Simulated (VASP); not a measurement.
The system is GaN.

```
CELL_PARAMETERS angstrom
3.18067 0.00000 0.00000
-1.59033 2.75454 0.00000
0.00000 0.00000 5.18150
ATOMIC_POSITIONS crystal
Ga 0.66667 0.33333 0.49916
Ga 0.33333 0.66667 0.99916
N 0.66667 0.33333 0.87584
N 0.33333 0.66667 0.37584
```

The cell is a database's computed one.

Base run:

| Quantity | Value |
| --- | --- |
| Program | VASP 6.6.1 |
| Functional | TB-mBJ |
| Potentials or basis | VASP PAW PBE potentials, release 64 (Ga_d, N) |
| Cutoff | 520 eV |
| k mesh | 12 × 12 × 6 |
| Occupations | gaussian, width 0.02 eV |
| Spin | no spin polarisation |

Its results: band gap on the k mesh 3.13 eV, direct.

Question: The run is repeated on the same cell with these changes: functional from TB-mBJ to r2SCAN. What comes out?

Answer: Band gap on the k mesh 2.36 eV, direct.

Not every run made on this cell is shown here.
